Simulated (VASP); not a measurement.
# CuCl (F-43m) in VASP: further runs

Runs on CuCl. Level: PBEsol. Tasks: single point.

Program: VASP 6.6.1. These are calculated values, not measurements. Logs are shortened: lines on timing, memory, paths and dates and some standing lists are left out, and cuts for length are marked.

**Experimental background.**

A printed reference work, data compilation reports, for a bulk crystal of CuCl at 4.2 K: band gap 3.399 eV (direct).

The results are compared with them further down.

### Step 1. The cell of the first run

It takes space group F-43m (No. 216, cubic). The conventional cell has a = 5.286 Å, b = 5.286 Å, c = 5.286 Å, α = 90.00°, β = 90.00°, γ = 90.00°. Cu (site symmetry -43m) has 4 Cl at 2.29 Å within 3.0 Å. Cl (site symmetry -43m) has 4 Cu at 2.29 Å within 3.0 Å.

### Step 2. Single point, PBEsol

Input file INCAR:

```
PREC     = Accurate       # precision mode
ENCUT    = 600            # plane-wave cutoff, eV
EDIFF    = 1E-6           # SCF threshold, eV
ISMEAR   = 0              # smearing method
SIGMA    = 0.05           # smearing width, eV
LREAL    = F              # projectors in reciprocal space
LASPH    = T              # aspherical terms in the spheres
NELM     = 120            # most SCF steps
ALGO     = Normal         # electronic algorithm
ISIF     = 2              # what is computed and relaxed
LWAVE    = F              # write WAVECAR
LCHARG   = T              # write CHGCAR
GGA      = PS             # functional
LELF     = T              # ELF
LVHAR    = T            
NBANDS   = 16             # bands
GGA_COMPAT= F
```

Input file KPOINTS:

```
regular mesh
0
Gamma
  12 12 12
```

Input file POSCAR:

```
CuCl
1.0
    0.0000000000      2.6431866166      2.6431866166
    2.6431866166      0.0000000000      2.6431866166
    2.6431866166      2.6431866166      0.0000000000
Cu Cl
1 1
Direct
    0.0000000000      0.0000000000      0.0000000000
    0.7500000000      0.7500000000      0.7500000000
```

Potentials or basis: VASP PAW PBE potentials, release 64 (Cu, Cl).

Launch:

```
$ cat potpaw_PBE.64/Cu/POTCAR potpaw_PBE.64/Cl/POTCAR > POTCAR
$ mpirun -np 1 vasp_std > vasp.out
```

OUTCAR:

```text
PREC = Accurate
   ENCUT = 600
   EDIFF = 1E-6
   ISMEAR = 0
   LREAL = F
   LASPH = T
   NELM = 120
   ISIF = 2
   GGA = PS

 ion  position               nearest neighbor table
   1  0.000  0.000  0.000-   2 2.29   2 2.29   2 2.29   2 2.29
   2  0.750  0.750  0.750-   1 2.29   1 2.29   1 2.29   1 2.29

  LATTYP: Found a face centered cubic cell.
 ALAT       =     5.2863732332

  Lattice vectors:

 A1 = (   0.0000000000,   2.6431866166,   2.6431866166)
 A2 = (   2.6431866166,   0.0000000000,   2.6431866166)
 A3 = (   2.6431866166,   2.6431866166,   0.0000000000)

Analysis of symmetry for initial positions (statically):
=====================================================================
 Subroutine PRICEL returns:
 Original cell was already a primitive cell.

 Routine SETGRP: Setting up the symmetry group for a
 face centered cubic supercell.

 Subroutine GETGRP returns: Found 24 space group operations
 (whereof 24 operations were pure point group operations)
 out of a pool of 48 trial point group operations.

The static configuration has the point symmetry T_d .

Analysis of symmetry for dynamics (positions and initial velocities):
=====================================================================
 Subroutine PRICEL returns:
 Original cell was already a primitive cell.

 Routine SETGRP: Setting up the symmetry group for a
 face centered cubic supercell.

 Subroutine GETGRP returns: Found 24 space group operations
 (whereof 24 operations were pure point group operations)
 out of a pool of 48 trial point group operations.

The dynamic configuration has the point symmetry T_d .

 Subroutine INISYM returns: Found 24 space group operations
 (whereof 24 operations are pure point group operations),
 and found     1 'primitive' translations

----------------------------------------------------------------------------------------

                                     Primitive cell

  volume of cell :      36.9329

  direct lattice vectors                    reciprocal lattice vectors
     0.000000000  2.643186617  2.643186617    -0.189165607  0.189165607  0.189165607
     2.643186617  0.000000000  2.643186617     0.189165607 -0.189165607  0.189165607
     2.643186617  2.643186617  0.000000000     0.189165607  0.189165607 -0.189165607

  length of vectors
     3.738030361  3.738030361  3.738030361     0.327644442  0.327644442  0.327644442

  position of ions in fractional coordinates (direct lattice)
     0.000000000  0.000000000  0.000000000
     0.750000000  0.750000000  0.750000000

  ion indices of the primitive-cell ions
   primitive index   ion index
                 1           1
                 2           2

----------------------------------------------------------------------------------------

 KPOINTS: regular mesh

Automatic generation of k-mesh.
 Grid dimensions read from file:
 generate k-points for:   12   12   12

 Generating k-lattice:

  Cartesian coordinates                     Fractional coordinates (reciprocal lattice)
    -0.015763801  0.015763801  0.015763801     0.083333333  0.000000000  0.000000000
     0.015763801 -0.015763801  0.015763801     0.000000000  0.083333333  0.000000000
     0.015763801  0.015763801 -0.015763801     0.000000000  0.000000000  0.083333333

  Length of vectors
     0.027303703  0.027303703  0.027303703

  Shift w.r.t. Gamma in fractional coordinates (k-lattice)
     0.000000000  0.000000000  0.000000000

 Subroutine IBZKPT returns following result:
 ===========================================

 Found     72 irreducible k-points:

 Following reciprocal coordinates:
            Coordinates               Weight
  0.000000  0.000000  0.000000      1.000000
  0.083333  0.000000  0.000000      8.000000
  0.166667  0.000000  0.000000      8.000000
  0.250000  0.000000  0.000000      8.000000
  0.333333  0.000000  0.000000      8.000000
  0.416667  0.000000  0.000000      8.000000
[... 16 lines left out ...]
  0.500000  0.166667  0.000000     24.000000
 -0.416667  0.166667  0.000000     24.000000
 [... further k-points ...]
   k-points           NKPTS =     72   k-points in BZ     NKDIM =     72   number of bands    NBANDS=     16
   number of dos      NEDOS =    301   number of ions     NIONS =      2
   total plane-waves  NPLWV =  27000
   dimension x,y,z NGX =    30 NGY =   30 NGZ =   30
   dimension x,y,z NGXF=    60 NGYF=   60 NGZF=   60
   ions per type =               1   1
   NGX,Y,Z   is equivalent  to a cutoff of  13.34, 13.34, 13.34 a.u.
   NGXF,Y,Z  is equivalent  to a cutoff of  26.68, 26.68, 26.68 a.u.
 SYSTEM =  unknown system
   PREC   = accura    normal or accurate (medium, high low for compatibility)
   ISTART =      0    job   : 0-new  1-cont  2-samecut
   ICHARG =      2    charge: 1-file 2-atom 10-const
   ISPIN  =      1    spin polarized calculation?
   LNONCOLLINEAR =      F non collinear calculations
   LSORBIT =      F    spin-orbit coupling
   LASPH  =      T    aspherical Exc in radial PAW
   ENCUT  =  600.0 eV  44.10 Ry    6.64 a.u.   7.47  7.47  7.47*2*pi/ulx,y,z
   NELM   =    120;   NELMIN=  2; NELMDL= -5     # of ELM steps
   EDIFF  = 0.1E-05   stopping-criterion for ELM
   LREAL  =      F    real-space projection
   EDIFFG = 0.1E-04   stopping-criterion for IOM
   NSW    =      0    number of steps for IOM
   IBRION =     -1    ionic relax: 0-MD 1-quasi-New 2-CG
   NFREE  =      0    steps in history (QN), initial steepest desc. (CG)
   ISIF   =      2    stress and relaxation
   ISYM   =      2    0-nonsym 1-usesym 2-fastsym
   POTIM  = 0.5000    time-step for ionic-motion
   TEBEG  =    0.0;   TEEND  =   0.0 temperature during run
   PSTRESS=    0.0 pullay stress
   NELECT =      18.0000    total number of electrons
   NUPDOWN=      -1.0000    fix difference up-down
   EMIN   =  10.00;   EMAX   =-10.00  energy-range for DOS
   EFERMI =   0.00;   METHOD = LEGACY
   ISMEAR =     0;   SIGMA  =   0.05  broadening in eV -4-tet -1-fermi 0-gaus
   EFERMI_NEDOS =   21; number of points for ismear=-14 and -15
   IALGO  =     38    algorithm
   IMIX   =      4    mixing-type and parameters
     AMIX     =   0.40;   BMIX     =  1.00
     AMIX_MAG =   1.60;   BMIX_MAG =  1.00
  volume/ion in A,a.u.               =      18.47       124.62
  Fermi-wavevector in a.u.,A,eV,Ry     =   1.288332  2.434595 22.582946  1.659800
  Thomas-Fermi vector in A             =   2.420292
   LORBIT       =      0    0 simple, 1 ext, 2 COOP (PROOUT), +10 PAW based schemes
   GGA     = PS    functional components
   LHFCALC =     F    Hartree Fock is set to
   AEXX    =    0.0000 exact exchange contribution
   IVDW    =     0    specifies the selected vdW correction
   LEPSILON=     F    determine dielectric tensor
   LRPA    =     F    only Hartree local field effects (RPA)
 non-spin polarized calculation
 Gauss-broadening in eV      SIGMA  =   0.05
  energy-cutoff  :      600.00
  volume of cell :       36.93
 maximum number of plane-waves:      1258
 NGX is ok and might be reduce to    30
   NGX = 15   NGY = 15   NGZ = 15

 number of electron      18.0000000 magnetization

 Free energy of the ion-electron system (eV)
  ---------------------------------------------------
  ext. energy  EPLUGINS =         0.00000000
  ---------------------------------------------------
  free energy    TOTEN  =        -7.06147995 eV

  energy without entropy =       -7.06147995  energy(sigma->0) =       -7.06147995

 E-fermi :   4.6743     XC(G=0): -10.0118

 val. band max:        4.4586345461   @ k =   0.0000   0.0000   0.0000
 cond. band min:       5.0202142454   @ k =   0.0000   0.0000   0.0000
 fundamental gap:      0.5615796993
 Fermi energy:         4.6742812111

 k-point     1 :       0.0000    0.0000    0.0000
  band No.  band energies     occupation
      1     -12.9033      2.00000
      2      -0.7866      2.00000
      3      -0.7866      2.00000
      4      -0.7866      2.00000
      5       2.7006      2.00000
      6       2.7006      2.00000
[... 8 lines left out ...]
     15      16.3316      0.00000
     16      17.4430      0.00000

 k-point     2 :       0.0833    0.0000    0.0000
  band No.  band energies     occupation
      1     -12.8697      2.00000
      2      -0.9376      2.00000
      3      -0.7830      2.00000
      4      -0.7830      2.00000
      5       2.6949      2.00000
      6       2.6949      2.00000
[... 8 lines left out ...]
     15      15.9954      0.00000
     16      17.7708      0.00000

 k-point     3 :       0.1667    0.0000    0.0000
  band No.  band energies     occupation
      1     -12.7758      2.00000
      2      -1.3192      2.00000
      3      -0.7740      2.00000
      4      -0.7740      2.00000
      5       2.6856      2.00000
      6       2.6856      2.00000
[... 8 lines left out ...]
     15      15.5347      0.00000
     16      17.4740      0.00000

 k-point     4 :       0.2500    0.0000    0.0000
  band No.  band energies     occupation
      1     -12.6426      2.00000
      2      -1.7890      2.00000
      3      -0.7637      2.00000
      4      -0.7637      2.00000
      5       2.6894      2.00000
      6       2.6894      2.00000
[... 8 lines left out ...]
     15      15.4969      0.00000
     16      16.8550      0.00000
[... 324 lines left out ...]
 k-point    22 :       0.4167    0.1667    0.0000
  band No.  band energies     occupation
      1     -12.3905      2.00000
      2      -2.2623      2.00000
      3      -0.9751      2.00000
      4      -0.8056      2.00000
      5       2.5988      2.00000
      6       2.8133      2.00000
[... 8 lines left out ...]
     15      17.5566      0.00000
     16      18.4390      0.00000

 k-point    23 :       0.5000    0.1667    0.0000
  band No.  band energies     occupation
      1     -12.3142      2.00000
      2      -2.4142      2.00000
      3      -1.0693      2.00000
      4      -0.7846      2.00000
      5       2.6296      2.00000
      6       2.7958      2.00000
[... 8 lines left out ...]
     15      17.7838      0.00000
     16      18.4963      0.00000

 k-point    24 :      -0.4167    0.1667    0.0000
  band No.  band energies     occupation
      1     -12.3040      2.00000
      2      -2.4193      2.00000
      3      -1.1323      2.00000
      4      -0.7602      2.00000
      5       2.6446      2.00000
      6       2.7371      2.00000
[... 8 lines left out ...]
     15      16.7685      0.00000
     16      18.2787      0.00000

 [... further k-points ...]

------------------------ aborting loop because EDIFF is reached ----------------------------------------

  FORCE on cell =-STRESS in cart. coord.  units (eV):
  Direction    XX          YY          ZZ          XY          YZ          ZX
  --------------------------------------------------------------------------------------
  -------------------------------------------------------------------------------------
  Total        0.0943040      0.0943040      0.0943040      0.0000000      0.0000000     -0.0000000
  in kB        4.0909791      4.0909791      4.0909791      0.0000000      0.0000000     -0.0000000
  external PRESSURE =       4.0909791 kB  Pullay stress =       0.0000000 kB

 VOLUME and BASIS-vectors are now :
 -----------------------------------------------------------------------------
  energy-cutoff  :      600.00
  volume of cell :       36.93
      direct lattice vectors                 reciprocal lattice vectors
     0.000000000  2.643186617  2.643186617    -0.189165607  0.189165607  0.189165607
     2.643186617  0.000000000  2.643186617     0.189165607 -0.189165607  0.189165607
     2.643186617  2.643186617  0.000000000     0.189165607  0.189165607 -0.189165607

 POSITION                                       TOTAL-FORCE (eV/Angst)
 -----------------------------------------------------------------------------------
      0.00000      0.00000      0.00000        -0.000000     -0.000000     -0.000000
      3.96478      3.96478      3.96478         0.000000      0.000000      0.000000
 -----------------------------------------------------------------------------------
    total drift:                                0.000001      0.000001      0.000000

  FREE ENERGIE OF THE ION-ELECTRON SYSTEM (eV)
  ---------------------------------------------------
  free  energy   TOTEN  =        -7.0614799522 eV

  energy  without entropy=       -7.0614799522  energy(sigma->0) =       -7.06147995
```

Run time: 23 s. Hardware: 1 thread of Intel Xeon 6975P-C (Granite Rapids), shared host; peak memory 0.19 GiB.

What came out:

* Free energy: -7.0615 eV
* Pressure: 0.4 GPa
* Band gap on the k mesh: 0.56 eV, direct

Caveat: the PAW data sets were made with another functional, which shifts forces and pressure a little.

### Step 3. Single point, PBEsol

This run uses another cell than the first one, of 18.51 Å³/atom, 1.002 times its volume.

Input file INCAR:

```
SYSTEM = CuCl
  ALGO = Normal
  EDIFF = 1E-6
  ENCUT = 600
  GGA = PS
  GGA_COMPAT = .FALSE.
  ISIF = 2
  ISMEAR = 0
  LASPH = .TRUE.
  LCHARG = .FALSE.
  LREAL = .FALSE.
  LWAVE = .FALSE.
  NBANDS = 16
  NELM = 120
  PREC = Accurate
  SIGMA = 0.05
```

Input file KPOINTS:

```
k-points
0
G
  12 12 12
  0 0 0
```

Input file POSCAR:

```
CuCl
1.0
    0.0000000000      2.6450275563      2.6450275563
    2.6450275563      0.0000000000      2.6450275563
    2.6450275563      2.6450275563      0.0000000000
Cu Cl
1 1
Direct
    0.0000000000      0.0000000000      0.0000000000
    0.7500000000      0.7500000000      0.7500000000
```

Potentials or basis: VASP PAW PBE potentials, release 64 (Cu, Cl).

Launch:

```
$ cat potpaw_PBE.64/Cu/POTCAR potpaw_PBE.64/Cl/POTCAR > POTCAR
$ mpirun -np 1 vasp_std > vasp.out
```

It took 21 s on 1 thread of Intel Xeon 6975P-C (Granite Rapids), shared host; peak memory 0.19 GiB.

The run converged. Its results:

| Quantity | Value |
| --- | --- |
| Free energy | -7.0617 eV |
| Pressure | 0.3 GPa |
| Band gap on the k mesh | 0.56 eV, direct |

Levels at points of the mesh, in eV from the valence-band top:
```tsv
k point	band 6	band 7	band 8	band 9	band 10	band 11	band 12	band 13
(0.00, 0.00, 0.00)	-1.75	0.00	0.00	0.00	0.56	6.68	6.68	6.68
(0.50, 0.00, 0.00)	-1.67	-1.61	-0.66	-0.66	2.93	6.97	7.13	7.13
(0.50, 0.50, 0.00)	-1.62	-1.53	-1.31	-1.31	3.27	4.54	9.02	11.38
```

Caveat: the PAW data sets were made with another functional, which shifts forces and pressure a little.

### Step 4. Single point, PBEsol

This run uses another cell than the first one, of 19.54 Å³/atom, 1.058 times its volume.

Input file INCAR:

```
  PREC = Accurate
  ENCUT = 600
  EDIFF = 1E-6
  ISMEAR = 0
  SIGMA = 0.05
  LREAL = F
  LASPH = T
  NELM = 120
  ALGO = Normal
  ISIF = 2
  LWAVE = F
  LCHARG = F
  GGA = PS
  NBANDS = 16
  GGA_COMPAT = F
```

Input file KPOINTS:

```
Automatic mesh
0
Gamma
  12 12 12
```

Input file POSCAR:

```
CuCl
1.0
    0.0000000000      2.6934578641      2.6934578641
    2.6934578641      0.0000000000      2.6934578641
    2.6934578641      2.6934578641      0.0000000000
Cu Cl
1 1
Direct
    0.0000000000      0.0000000000      0.0000000000
    0.7500000000      0.7500000000      0.7500000000
```

Launch:

```
$ cat potpaw_PBE.64/Cu/POTCAR potpaw_PBE.64/Cl/POTCAR > POTCAR
$ mpirun -np 1 vasp_std > vasp.out
```

It took 22 s on 1 thread of Intel Xeon 6975P-C (Granite Rapids), shared host; peak memory 0.2 GiB.

The run converged. Its results:

| Property | Result |
| --- | --- |
| Free energy | -7.0451 eV |
| Pressure | -2.7 GPa |
| Band gap on the k mesh | 0.45 eV, direct |

Levels at points of the mesh, in eV from the valence-band top:
```
           k point  band 7  band 8  band 9  band 10  band 11  band 12
(0.00, 0.00, 0.00)    0.00    0.00    0.00     0.45     6.69     6.69
(0.50, 0.00, 0.00)   -1.43   -0.59   -0.59     2.83     6.74     7.12
(0.50, 0.50, 0.00)   -1.36   -1.16   -1.16     3.31     4.45     8.71
```

Caveat: the PAW data sets were made with another functional, which shifts forces and pressure a little.

(Continued in part 2 of 2.)
